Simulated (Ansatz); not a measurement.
System: Eu (parent space group No. 229, strained and rattled), 4 atoms in the cell.

These are results of Ansatz 0.2.0 development build, PBE, all-electron LAPW, point nucleus, not measurements.

k-mesh 2×2×4 Γ-centred; Fermi–Dirac smearing of 0.15 eV; no spin polarisation; no spin–orbit coupling.

```xyz
4
Lattice="-4.4967 4.4361 4.5241 4.5350 -4.4611 4.5873 2.3470 2.3292 -2.2746" Properties=species:S:1:pos:R:3:forces:R:3 pbc="T T T" pressure_GPa=-3.70
Eu   -1.1456    3.9647    3.4973    0.0081    0.0863    0.0888
Eu    1.1750    1.9939    1.2226    0.0310   -0.0749   -0.0493
Eu    1.1963    1.8571    5.8447    0.0566   -0.0154   -0.0400
Eu    3.4584   -0.3383    3.4772   -0.0956    0.0041    0.0005
```

Forces are in eV/Å.

| Property | Result |
| --- | --- |
| Largest force | 0.124 eV/Å on Eu1 |

The k-mesh is coarse, so these values belong to this mesh and can lie far from the converged ones. The open f shell is treated without spin here, so this is a model state and not the ground state.
